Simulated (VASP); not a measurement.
A calculation with VASP 6.6.1 of Si2Ni (native input, structure from a POSCAR):

Contents of INCAR:

```
SYSTEM = Si2Ni
PREC     = Accurate       ! precision mode
ENCUT    = 500            ! plane-wave cutoff, eV
EDIFF    = 1E-6           ! SCF threshold, eV
ISMEAR   = 0              ! smearing method
SIGMA    = 0.05           ! smearing width, eV
LREAL    = .FALSE.        ! projectors in reciprocal space
LASPH    = .TRUE.         ! aspherical terms in the spheres
NELM     = 120            ! most SCF steps
ALGO     = Normal         ! electronic algorithm
ISIF     = 2              ! what is computed and relaxed
LWAVE    = .FALSE.        ! write WAVECAR
LCHARG   = .FALSE.        ! write CHGCAR
ISPIN    = 2              ! spin polarisation
MAGMOM   = 1 0 0          ! initial moments
LORBIT   = 11             ! projections on sites
LMAXMIX  = 4              ! l up to which the mixer works
```

The input KPOINTS:

```
Automatic mesh
0
G
  9 9 9
  0 0 0
```

POSCAR

```
Si2Ni
1.0
    0.0000000000      2.7030000000      2.7030000000
    2.7030000000      0.0000000000      2.7030000000
    2.7030000000      2.7030000000      0.0000000000
Ni Si
1 2
Direct
    0.0000000000      0.0000000000      0.0000000000
    0.7500000000      0.7500000000      0.7500000000
    0.2500000000      0.2500000000      0.2500000000
```

Potentials or basis: VASP PAW LDA potentials, release 64 (Ni, Si).

Run with:

```bash
$ cat potpaw_LDA.64/Ni/POTCAR potpaw_LDA.64/Si/POTCAR > POTCAR
$ mpirun -np 1 vasp_std > vasp.out
```

Write the same calculation in another form: ASE script, structure typed inline.

As run:

run.py

```python
from ase import Atoms
from ase.calculators.vasp import Vasp
from ase.dft.bandgap import bandgap

atoms = Atoms(
    ['Ni', 'Si', 'Si'],
    cell=[[0.0, 2.703, 2.703], [2.703, 0.0, 2.703], [2.703, 2.703, 0.0]],
    scaled_positions=[[0.0, 0.0, 0.0], [0.75, 0.75, 0.75], [0.25, 0.25, 0.25]],
    pbc=True,
)
atoms.set_initial_magnetic_moments([1.0, 0.0, 0.0])
calc = Vasp(
    directory='calc',
    xc='lda',
    pp='LDA',
    setups='minimal',
    prec='Accurate',
    encut=500,
    ediff=1e-07,
    ismear=0,
    sigma=0.05,
    lreal=False,
    lasph=True,
    nelm=150,
    algo='Normal',
    isif=2,
    lwave=False,
    lcharg=False,
    ispin=2,
    lorbit=11,
    lmaxmix=4,
    kpts=[9, 9, 9],
    gamma=True,
    nbands=20,
)
atoms.calc = calc

print('energy (eV):', atoms.get_potential_energy())
print('free energy (eV):', atoms.get_potential_energy(force_consistent=True))
print('forces (eV/A):')
print(atoms.get_forces())
print('stress (eV/A^3, Voigt):', atoms.get_stress())
print('Fermi level (eV):', calc.get_fermi_level())
print('moment (muB):', atoms.get_magnetic_moment())
print('site moments (muB):', atoms.get_magnetic_moments())
gap, top, bottom = bandgap(calc)
print('band gap (eV):', gap, 'from (spin, k, band)', top, 'to', bottom)
```

Potentials or basis: VASP PAW LDA potentials, release 64 (Ni, Si).

Run with:

```bash
$ python run.py
```

Both were run:

|  | native input, structure from a POSCAR | ASE script, structure typed inline |
| --- | --- | --- |
| Pressure | -3.7 GPa | -4.1 GPa |
| Band gap on the k mesh | none (metal or under the smearing width) | none (metal or under the smearing width) |
| Net moment | 0.00 μB per cell | 0.00 μB per cell |
| Valence electrons inside the program's atomic spheres | Ni 9.84; Si 1.60 | Ni 9.84; Si 1.60 |

Keys that steer only the numerical path or the files written may differ.
